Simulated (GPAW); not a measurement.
# Ta (P6_3/mmc) in GPAW: notebook

The runs below take Ta through single point, with PBEsol, vdW-DF2.

Everything below comes from runs of GPAW 26.7.0. Logs are shortened: lines on timing, memory, paths and dates and some standing lists are left out, and cuts for length are marked. The log counts tension as positive stress, the text compression.

## 1. Starting point

It takes space group P6_3/mmc (No. 194, hexagonal). The conventional cell has a = 2.900 Å, b = 2.900 Å, c = 5.166 Å, α = 90.00°, β = 90.00°, γ = 120.00°. Ta (site symmetry -6m2) is surrounded by 12 Ta at 2.90 to 3.08 Å.

This isn't the form of Ta at room conditions, which is bcc.

## 2. Single point, PBEsol

run.py

```python
from ase.dft.bandgap import bandgap
from ase.io import read, write
from ase.units import GPa
from gpaw import GPAW, PW, setup_paths

setup_paths.insert(0, '.')

atoms = read('POSCAR')

calc = GPAW(mode=PW(600),
            xc='PBEsol',
            kpts={'size': (11, 11, 5), 'gamma': True},
            occupations={'name': 'fermi-dirac', 'width': 0.05},
            nbands=26,
            convergence={'density': 1e-05, 'energy': 1e-05},
            maxiter=150,
            txt='gpaw.txt')
atoms.calc = calc
energy = atoms.get_potential_energy()
forces = atoms.get_forces()
stress = atoms.get_stress()
calc.write('gs.gpw')
write('result.traj', atoms)
print(f'Energy: {energy:.6f} eV')
print('Forces (eV/A):')
print(forces.round(4))
print('Stress (GPa):', (stress / GPa).round(3))
print('Fermi level:', round(calc.get_fermi_level(), 4), 'eV')
print(f'Gap: {bandgap(calc)[0]:.4f} eV, direct: {bandgap(calc, direct=True)[0]:.4f} eV')
```

POSCAR

```
Ta
1.0
    2.9003720726      0.0000000000      0.0000000000
   -1.4501860363      2.5117958953      0.0000000000
    0.0000000000      0.0000000000      5.1662740000
Ta
2
Direct
    0.3333333333      0.6666666667      0.2500000000
    0.6666666667      0.3333333333      0.7500000000
```

Potentials or basis: PAW data sets generated in the run's folder for this functional, pw.

The run is started by

```
> gpaw-setup -f PBEsol Ta
> OMP_NUM_THREADS=1 python run.py
```

gpaw.txt:

```text
__  _  _
 | _ |_)|_||  |
 |__||  | ||/\| - 26.7.0

Input parameters:
  mode=PW(ecut=600.0),
  convergence={'density': 1e-05, 'energy': 1e-05},
  kpts=MonkhorstPack(size=(11, 11, 5), gamma=True),
  maxiter=150,
  nbands=26,
  occupations=Occupations(name='fermi-dirac', width=0.05),
  xc=XC(name='PBEsol')

Diagonalizing LCAO Hamiltonian
Converting LCAO to pw mode

          Ta

        Ta

Atoms  # Å, Bohr magnetons
|   | symbol |         x |        y |        z |    initial magnetic moments |
|---|--------|-----------|----------|----------|-----------------------------|
| 0 |     Ta | -0.000000 | 1.674531 | 1.291568 | ( 0.0000,  0.0000,  0.0000) |
| 1 |     Ta |  1.450186 | 0.837265 | 3.874705 | ( 0.0000,  0.0000,  0.0000) |

Unit cell  # Å
| periodic |         x |        y |        z |  lengths |     angles |
|----------|-----------|----------|----------|----------|------------|
|      yes |  2.900372 | 0.000000 | 0.000000 | 2.900372 |  90.000000 |
|      yes | -1.450186 | 2.511796 | 0.000000 | 2.900372 |  90.000000 |
|      yes |  0.000000 | 0.000000 | 5.166274 | 5.166274 | 120.000000 |

Number of symmetries: 12
Symmetry operations  # r_c * U_cc + t_c -> r_c
|    | kind |            matrix            |
|----|------|------------------------------|
|  0 |  σ   |  1, 1, 0,  0,-1, 0,  0, 0, 1 |
|  1 |  S6  |  1, 1, 0, -1, 0, 0,  0, 0,-1 |
|  2 |  E   |  1, 0, 0,  0, 1, 0,  0, 0, 1 |
|  3 |  C2  |  1, 0, 0, -1,-1, 0,  0, 0,-1 |
|  4 |  C2  |  0, 1, 0,  1, 0, 0,  0, 0,-1 |
|  5 |  C3  |  0, 1, 0, -1,-1, 0,  0, 0, 1 |
|  6 |  S6  |  0,-1, 0,  1, 1, 0,  0, 0,-1 |
|  7 |  σ   |  0,-1, 0, -1, 0, 0,  0, 0, 1 |
|  8 |  σ   | -1, 0, 0,  1, 1, 0,  0, 0, 1 |
|  9 |  i   | -1, 0, 0,  0,-1, 0,  0, 0,-1 |
| 10 |  C3  | -1,-1, 0,  1, 0, 0,  0, 0, 1 |
| 11 |  C2  | -1,-1, 0,  0, 1, 0,  0, 0,-1 |

BZ-sampling:
  Number of BZ points: 605
  Number of IBZ points: 68

  Monkhorst-Pack size: [11, 11, 5]
  Monkhorst-Pack shift: [0, 0, 0]

K-points  # in reciprocal-cell coordinates
|     |                                coordinates |     weight |
|-----|--------------------------------------------|------------|
|   0 | (  0.00000000,   0.00000000,   0.00000000) | 0.00165289 |
|   1 | (  0.00000000,   0.00000000,   0.20000000) | 0.00330579 |
|   2 | (  0.00000000,   0.00000000,   0.40000000) | 0.00330579 |
|   3 | (  0.09090909,   0.00000000,  -0.40000000) | 0.00991736 |
|   4 | (  0.09090909,   0.00000000,  -0.20000000) | 0.00991736 |
|   5 | (  0.09090909,   0.00000000,   0.00000000) | 0.00991736 |
|   6 | (  0.09090909,   0.00000000,   0.20000000) | 0.00991736 |
|   7 | (  0.09090909,   0.00000000,   0.40000000) | 0.00991736 |
|   8 | (  0.18181818,  -0.09090909,   0.00000000) | 0.00991736 |
|   9 | (  0.18181818,  -0.09090909,   0.20000000) | 0.01983471 |
| ... |                                            |            |
|  67 | (  0.45454545,   0.45454545,   0.40000000) | 0.01983471 |

Plane wave coefficients: 1275
Cutoff: 600.0 eV

Spin-components: 1 (collinear spins)
Bands:           26
Projectors:      12
Spin-degeneracy: 2
Datatype:        complex128

Parallelization:
  kpt:    1
  domain: 1
  band:   1

Density:
  Valence electrons: 26.0
  Components: 1
  Grid points: [18 18 30]
  Charge: 0.0  # |e|

Potential:
  Grid points: [18 18 30]

species:
  Ta:
    name:    Tantalum
    Z:       73.0
    valence: 13
    core:    60
    charge:  0.0  # [|e|]
    compensation charges:
      type: gauss
      rc: 0.42  # [Å]
      lmax: 2
    cutoffs:
      filter: 2.36  # [Å]
      core: 3.45  # [Å]
    projectors
    | kind |    occ | energy [eV] | rcut [Å] |
    |------|--------|-------------|----------|
    |   5s |  2.000 |     -72.818 |    1.365 |
    |   6s |  2.000 |      -5.457 |    1.365 |
    |   5p |  6.000 |     -39.444 |    1.349 |
    |   6p |  0.000 |      -1.369 |    1.349 |
    |   5d |  3.000 |      -3.632 |    1.307 |
    |    d |        |      23.579 |    1.307 |

    Using partial waves for Ta as LCAO basis

Reference energy: -848092.280618  # eV

eigensolver:
  PPCG
  Converge bands: occupied
  niter=2

density mixing:
  MSR1-Mixer
  Pratt-step length: 0.05
  Maximum mixing coefficient: 0.75
  Old densities: 10
  SVD Regularization: 0.005
  Good broyden scale: 1.0
  Trust region scale: 1.0
  Backstep threshold: 4.0
  History deletion threshold: 6.0
  Fourier metric: weight=20.0, sigma=0.015

occupation numbers:
  Fermi-Dirac:
    width: 0.0500  # eV

poisson solver:
  ecut: 4800.0  # eV

xc functional:
  name: PBEsol with 2 nearest neighbor stencil

convergence criteria:
- Maximum integral of absolute [dens]ity change: 1e-05 electrons / valence electron
- Maximum [total energy] change in last 3 cyles: 1e-05 eV / valence electron
- Maximum integral of absolute [eigenst]ate change: 4e-08 eV^2 / valence electron
maximum number of iterations: 150

SCF iterations
|iter     | |      energy | eigst |  dens |
|---------|-|-------------|-------|-------|
|iter:   1| |  -20.913349 | -0.09 |       |
|iter:   2| |  -20.862379 | -2.46 | -1.27 |
|iter:   3| |  -20.579390 | -1.69 | -1.30 |
|iter:   4| |  -20.585418 | -3.55 | -2.00 |
|iter:   5| |  -20.587768 | -4.30 | -2.34 |
|iter:   6| |  -20.587794 | -6.28 | -3.47 |
|iter:   7| |  -20.587796c| -7.80c| -4.07 |
|iter:   8| |  -20.587796c| -7.71c| -4.77 |
|iter:   9| |  -20.587796c| -8.63c| -5.57c|

Converged in 9 steps
Energy contributions relative to reference atoms: (reference = -848092.280618)

Energy contributions:
  Kinetic:           6.297147
  Coulomb:          -8.293317
  Zero:             -0.526445
  External:          0.000000
  Xc:              -18.055699
  Entropy:          -0.018963
  Spinorbit:         0.000000
  ----------------------------
  Free energy:     -20.597277
  Extrapolated:    -20.587796

dipole moment: (-0.000002, -0.000003, -0.000007)  # |e|*Ang

Fermi level: 11.469
Eigenvalues  # (at kpt = [0.000, 0.000, 0.000])
| band index |      eig [eV] | occ [0-2] |
|------------|---------------|-----------|
|          0 |       -55.959 |     2.000 |
|        ... |               |           |
|          4 |       -22.170 |     2.000 |
|          5 |       -22.170 |     2.000 |
|          6 |       -22.088 |     2.000 |
|          7 |       -22.088 |     2.000 |
|          8 |         3.328 |     2.000 |
|          9 |         6.593 |     2.000 |
[... 8 lines left out ...]
|         18 |        16.530 |     0.000 |
|         19 |        16.530 |     0.000 |
|        ... |               |           |
|         25 |        32.041 |     0.000 |

No gap
No difference between direct/indirect transitions

Forces  # eV/Ang
|        x |        y |        z |
|----------|----------|----------|
| -0.00000 |  0.00000 |  0.00000 |  # Ta   0
|  0.00000 | -0.00000 | -0.00000 |  # Ta   1

Stress tensor  # eV/Ang^3
|        x |         y |         z |
|----------|-----------|-----------|
| 0.047679 |  0.000000 |  0.000000 |
| 0.000000 |  0.047679 | -0.000000 |
| 0.000000 | -0.000000 |  0.037938 |

# Writing to gs.gpw (mode='')
```

Wall time 71 s (1 thread of Arm Neoverse N1, shared host); peak memory 0.18 GiB.

Results:

| Item | Value |
| --- | --- |
| Free energy | -20.5973 eV |
| Pressure | -7.1 GPa |
| Band gap on the k mesh | none (metal or under the smearing width) |

Stress tensor (GPa, compression positive):
```
-7.64  0.00  0.00
 0.00 -7.64  0.00
 0.00  0.00 -6.08
```

Spin-orbit coupling is left out, which matters for the levels of Ta.

## 3. Single point, vdW-DF2

Edit run.py of step 2 so:

```diff
@@ -2,6 +2,3 @@
 from ase.io import read, write
-from ase.units import GPa
-from gpaw import GPAW, PW, setup_paths
-
-setup_paths.insert(0, '.')
+from gpaw import GPAW, PW
 
@@ -10,3 +7,3 @@
 calc = GPAW(mode=PW(600),
-            xc='PBEsol',
+            xc={'name': 'vdW-DF2', 'backend': 'libvdwxc'},
             kpts={'size': (11, 11, 5), 'gamma': True},
@@ -20,3 +17,2 @@
 forces = atoms.get_forces()
-stress = atoms.get_stress()
 calc.write('gs.gpw')
@@ -26,3 +22,2 @@
 print(forces.round(4))
-print('Stress (GPa):', (stress / GPa).round(3))
 print('Fermi level:', round(calc.get_fermi_level(), 4), 'eV')
```

POSCAR is that of step 2.

Potentials or basis: GPAW PAW data sets (gpaw-data 1.2.1), pw.

The run is started by

```
> OMP_NUM_THREADS=1 python run.py
```

gpaw.txt:

```text
__  _  _
 | _ |_)|_||  |
 |__||  | ||/\| - 26.7.0

Input parameters:
  mode=PW(ecut=600.0),
  convergence={'density': 1e-05, 'energy': 1e-05},
  kpts=MonkhorstPack(size=(11, 11, 5), gamma=True),
  maxiter=150,
  nbands=26,
  occupations=Occupations(name='fermi-dirac', width=0.05),
  xc=XC(name='vdW-DF2', backend='libvdwxc')

Diagonalizing LCAO Hamiltonian
Converting LCAO to pw mode

          Ta

        Ta

Atoms  # Å, Bohr magnetons
|   | symbol |         x |        y |        z |    initial magnetic moments |
|---|--------|-----------|----------|----------|-----------------------------|
| 0 |     Ta | -0.000000 | 1.674531 | 1.291568 | ( 0.0000,  0.0000,  0.0000) |
| 1 |     Ta |  1.450186 | 0.837265 | 3.874705 | ( 0.0000,  0.0000,  0.0000) |

Unit cell  # Å
| periodic |         x |        y |        z |  lengths |     angles |
|----------|-----------|----------|----------|----------|------------|
|      yes |  2.900372 | 0.000000 | 0.000000 | 2.900372 |  90.000000 |
|      yes | -1.450186 | 2.511796 | 0.000000 | 2.900372 |  90.000000 |
|      yes |  0.000000 | 0.000000 | 5.166274 | 5.166274 | 120.000000 |

Number of symmetries: 12
Symmetry operations  # r_c * U_cc + t_c -> r_c
|    | kind |            matrix            |
|----|------|------------------------------|
|  0 |  σ   |  1, 1, 0,  0,-1, 0,  0, 0, 1 |
|  1 |  S6  |  1, 1, 0, -1, 0, 0,  0, 0,-1 |
|  2 |  E   |  1, 0, 0,  0, 1, 0,  0, 0, 1 |
|  3 |  C2  |  1, 0, 0, -1,-1, 0,  0, 0,-1 |
|  4 |  C2  |  0, 1, 0,  1, 0, 0,  0, 0,-1 |
|  5 |  C3  |  0, 1, 0, -1,-1, 0,  0, 0, 1 |
|  6 |  S6  |  0,-1, 0,  1, 1, 0,  0, 0,-1 |
|  7 |  σ   |  0,-1, 0, -1, 0, 0,  0, 0, 1 |
|  8 |  σ   | -1, 0, 0,  1, 1, 0,  0, 0, 1 |
|  9 |  i   | -1, 0, 0,  0,-1, 0,  0, 0,-1 |
| 10 |  C3  | -1,-1, 0,  1, 0, 0,  0, 0, 1 |
| 11 |  C2  | -1,-1, 0,  0, 1, 0,  0, 0,-1 |

BZ-sampling:
  Number of BZ points: 605
  Number of IBZ points: 68

  Monkhorst-Pack size: [11, 11, 5]
  Monkhorst-Pack shift: [0, 0, 0]

K-points  # in reciprocal-cell coordinates
|     |                                coordinates |     weight |
|-----|--------------------------------------------|------------|
|   0 | (  0.00000000,   0.00000000,   0.00000000) | 0.00165289 |
|   1 | (  0.00000000,   0.00000000,   0.20000000) | 0.00330579 |
|   2 | (  0.00000000,   0.00000000,   0.40000000) | 0.00330579 |
|   3 | (  0.09090909,   0.00000000,  -0.40000000) | 0.00991736 |
|   4 | (  0.09090909,   0.00000000,  -0.20000000) | 0.00991736 |
|   5 | (  0.09090909,   0.00000000,   0.00000000) | 0.00991736 |
|   6 | (  0.09090909,   0.00000000,   0.20000000) | 0.00991736 |
|   7 | (  0.09090909,   0.00000000,   0.40000000) | 0.00991736 |
|   8 | (  0.18181818,  -0.09090909,   0.00000000) | 0.00991736 |
|   9 | (  0.18181818,  -0.09090909,   0.20000000) | 0.01983471 |
| ... |                                            |            |
|  67 | (  0.45454545,   0.45454545,   0.40000000) | 0.01983471 |

Plane wave coefficients: 1275
Cutoff: 600.0 eV

Spin-components: 1 (collinear spins)
Bands:           26
Projectors:      12
Spin-degeneracy: 2
Datatype:        complex128

Parallelization:
  kpt:    1
  domain: 1
  band:   1

Density:
  Valence electrons: 26.0
  Components: 1
  Grid points: [18 18 30]
  Charge: 0.0  # |e|

Potential:
  Grid points: [18 18 30]

species:
  Ta:
    name:    Tantalum
    Z:       73.0
    valence: 13
    core:    60
    charge:  0.0  # [|e|]
    compensation charges:
      type: gauss
      rc: 0.42  # [Å]
      lmax: 2
    cutoffs:
      filter: 2.36  # [Å]
      core: 3.45  # [Å]
    projectors
    | kind |    occ | energy [eV] | rcut [Å] |
    |------|--------|-------------|----------|
    |   5s |  2.000 |     -72.790 |    1.365 |
    |   6s |  2.000 |      -5.429 |    1.365 |
    |   5p |  6.000 |     -39.427 |    1.349 |
    |   6p |  0.000 |      -1.396 |    1.349 |
    |   5d |  3.000 |      -3.603 |    1.307 |
    |    d |        |      23.609 |    1.307 |

    Using partial waves for Ta as LCAO basis

Reference energy: -848344.882802  # eV

eigensolver:
  PPCG
  Converge bands: occupied
  niter=2

density mixing:
  MSR1-Mixer
  Pratt-step length: 0.05
  Maximum mixing coefficient: 0.75
  Old densities: 10
  SVD Regularization: 0.005
  Good broyden scale: 1.0
  Trust region scale: 1.0
  Backstep threshold: 4.0
  History deletion threshold: 6.0
  Fourier metric: weight=20.0, sigma=0.015

occupation numbers:
  Fermi-Dirac:
    width: 0.0500  # eV

poisson solver:
  ecut: 4800.0  # eV

xc functional:
  name: vdW-DF2 with libvdwxc
  Mode: serial
  Semilocal: GGA_X_RPW86+LDA_C_PW with 2 nearest neighbor stencil
  Local blocksize: 36 x 36 x 60
  PAW datasets: PBE

convergence criteria:
- Maximum integral of absolute [dens]ity change: 1e-05 electrons / valence electron
- Maximum [total energy] change in last 3 cyles: 1e-05 eV / valence electron
- Maximum integral of absolute [eigenst]ate change: 4e-08 eV^2 / valence electron
maximum number of iterations: 150

SCF iterations
|iter     | |      energy | eigst |  dens |
|---------|-|-------------|-------|-------|
|iter:   1| | -331.140572 | -0.06 |       |
|iter:   2| | -331.094267 | -2.72 | -1.35 |
|iter:   3| | -330.845053 | -1.89 | -1.38 |
|iter:   4| | -330.858366 | -2.94 | -1.97 |
|iter:   5| | -330.865240 | -3.23 | -2.26 |
|iter:   6| | -330.865277 | -5.14 | -3.20 |
|iter:   7| | -330.865273c| -6.50 | -3.85 |
|iter:   8| | -330.865273c| -7.81c| -4.58 |
|iter:   9| | -330.865273c| -7.91c| -5.23c|

Converged in 9 steps
Energy contributions relative to reference atoms: (reference = -848344.882802)

Energy contributions:
  Kinetic:           8.581865
  Coulomb:          -9.457385
  Zero:             -0.894274
  External:          0.000000
  Xc:             -329.086255
  Entropy:          -0.018449
  Spinorbit:         0.000000
  ----------------------------
  Free energy:    -330.874497
  Extrapolated:   -330.865273

dipole moment: (-0.000002, -0.000003, -0.000007)  # |e|*Ang

Fermi level: 11.880
Eigenvalues  # (at kpt = [0.000, 0.000, 0.000])
| band index |      eig [eV] | occ [0-2] |
|------------|---------------|-----------|
|          0 |       -55.657 |     2.000 |
|        ... |               |           |
|          4 |       -21.918 |     2.000 |
|          5 |       -21.918 |     2.000 |
|          6 |       -21.838 |     2.000 |
|          7 |       -21.838 |     2.000 |
|          8 |         3.876 |     2.000 |
|          9 |         7.074 |     2.000 |
[... 8 lines left out ...]
|         18 |        16.842 |     0.000 |
|         19 |        16.842 |     0.000 |
|        ... |               |           |
|         25 |        32.660 |     0.000 |

No gap
No difference between direct/indirect transitions

Forces  # eV/Ang
|        x |        y |        z |
|----------|----------|----------|
| -0.00000 |  0.00000 |  0.00004 |  # Ta   0
|  0.00000 | -0.00000 | -0.00004 |  # Ta   1

# Writing to gs.gpw (mode='')
```

Run time: 69 s. Hardware: 1 thread of Arm Neoverse N1, shared host; peak memory 0.2 GiB.

What came out:

| Item | Value |
| --- | --- |
| Free energy | -330.8745 eV |
| Band gap on the k mesh | none (metal or under the smearing width) |

Caveat: the PAW data sets were made with another functional, which shifts forces and pressure a little.
